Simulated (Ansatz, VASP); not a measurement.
**Two plane-wave programs on MgS**

Contents of INCAR:

```
PREC = Accurate ; ENCUT = 520
EDIFF = 1E-7 ; ISMEAR = 0
SIGMA = 0.1 ; LREAL = F
LASPH = T ; NELM = 150
ALGO = Fast ; ISIF = 2
LWAVE = F ; LCHARG = F
ISPIN = 2 ; MAGMOM = 0 0
LORBIT = 11 ; GGA = PE
NBANDS = 15
```

File KPOINTS:

```
Automatic mesh
0
Gamma
  2 2 2
```

POSCAR

```
MgS
1.0
    0.0000000000      2.6043975556      2.6043975556
    2.6043975556      0.0000000000      2.6043975556
    2.6043975556      2.6043975556      0.0000000000
Mg S
1 1
Direct
    0.0000000000      0.0000000000      0.0000000000
    0.5095991489      0.5095991489      0.4904008511
```

Input for Ansatz:

```yaml
crystal:
  lattice:
    - [0.0, 2.6043975556, 2.6043975556]
    - [2.6043975556, 0.0, 2.6043975556]
    - [2.6043975556, 2.6043975556, 0.0]
  atoms:
    - { symbol: Mg, position: [0.0, 0.0, 0.0] }
    - { symbol: S, position: [0.5095991489, 0.5095991489, 0.4904008511] }
basis:
  ecutwfc: 420
kpoints:
  mp_grid: { grid: [2, 2, 2] }
hamiltonian:
  xc: pbe
scf:
  occupations: { method: gaussian, width: 0.1 }
  max_iter: 55
output:
  forces: true
  stress: true
  eigenvalues: true
  dos: { projected: true }
magnetization:
  spin_polarized: true
```

Alike in both runs: task single point; functional PBE; k mesh 2 × 2 × 2; occupations gaussian, width 0.1 eV; collinear spin.

|  | VASP | Ansatz |
| --- | --- | --- |
| version | VASP 6.6.1 | Ansatz 0.2.0 |
| potentials or method | VASP PAW PBE potentials, release 64 (Mg, S) | scalar-relativistic, plane waves, PAW |
| plane-wave cutoff (eV) | 520 | 420 |
| valence electrons in the cell | 8 | 16 |

|  | VASP | Ansatz | Ansatz less VASP |
| --- | --- | --- | --- |
| gap on the k mesh at the Fermi level (eV) | 2.43 | 2.46 | +0.026 |
| least direct gap on the mesh (eV) | 3.54 | 3.56 | +0.018 |
| pressure (GPa) | 7.5 | 7.8 | +0.30 |
| largest component of the traceless stress (GPa) | 0.21 | 0.20 | 0.000 |
| rms of the force components (eV/Å) | 0.057 | 0.057 | -0.0001 |
| net moment per atom (μB) | 0.00 | 0.00 | 0.000 |

Atom by atom the forces differ by 0.000 eV/Å (rms over components). With one functional, cell and mesh, what is left measures potentials, basis and numerics. The two sets of potentials don't hold the same shells in valence. Ansatz warned: «no_starting_moments».

Caveats: the k mesh is coarse (spacing up to 1.04 Å⁻¹), so the values aren't converged. A k mesh can miss the band edges. A hybrid or GW would open this gap; PBE tends to underestimate it.
